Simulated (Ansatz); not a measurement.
Mg2Si: pressure against volume scale

All results are calculated (Ansatz 0.2.0). Periodic Kohn-Sham DFT of a crystal at fixed atoms, scaled to volume_scale times the given cell; pressure positive in compression, energy less spherical unpolarised free atoms, largest_vzz the field gradient of largest size among the nuclei.

The cell before it is scaled or strained (space group Fm-3m, No. 225):
```
CELL_PARAMETERS angstrom
0.00000 3.19500 3.19500
3.19500 0.00000 3.19500
3.19500 3.19500 0.00000
ATOMIC_POSITIONS crystal
Mg 0.25000 0.25000 0.25000
Mg 0.75000 0.75000 0.75000
Si 0.00000 0.00000 0.00000
```

Settings of every row: method all-electron PAW; functional LDA; relativity scalar; k mesh 11x11x11; filling fermi-dirac; smearing width 0.05 eV; nucleus gaussian.

Atom start moment: 0 on all atoms.

Limits: small gap, it may come from the mesh.

| row | volume scale | V (Å³/atom) | pressure (GPa) |
| --- | --- | --- | --- |
| 1 | 0.94 | 20.439 | 0.018 |
| 2 | 0.96 | 20.873 | -1.171 |
| 3 | 0.98 | 21.308 | -2.24 |
| 4 | 0.99 | 21.526 | ? |
| 5 | 1.01 | 21.961 | -3.642 |
| 6 | 1.02 | 22.178 | -4.061 |
| 7 | 1.04 | 22.613 | -4.833 |
| 8 | 1.06 | 23.048 | -5.524 |

Question: what pressure should row 4 give?

Worked fit of pressure. Take u = (V_r/V)^(2/3) − 1 with V_r = 21.961 Å³ an atom, which is twice the finite (Eulerian) strain; such expansions in the strain, on which the Birch-Murnaghan equation of state is built, carry the rest volume and the bulk modulus. The shown rows have u = 0.04905, 0.03445, 0.02033, 0, -0.00653, -0.01932, -0.03169. Least squares give pressure = −3.6428 + 65.162 × u + 186.93 × u² + 125.8 × u³ GPa; a parabola predicts inner rows, each left out in turn, worse (root mean square 0.0025 against 0.00076 GPa). The rows lie off it by 0.000, 0.000, 0.000, 0.001, -0.001, 0.000, 0.000. The pressure vanishes at u = 0.0488, or V = 20.45 Å³ an atom, and there the bulk modulus at fixed shape and fractions is B = −V dP/dV = (2/3)(1 + u) dP/du = 59 GPa. The withheld row has u = 0.01343, so the fit gives −3.6428 + 65.162 × (0.01343) + 186.93 × (0.01343)² + 125.8 × (0.01343)³ = -2.734 GPa.

The calculation gave -2.732 GPa. The fit lies 0.002 GPa (0.036 % of the column's range) below it; its largest miss of a shown row is 0.001 GPa.
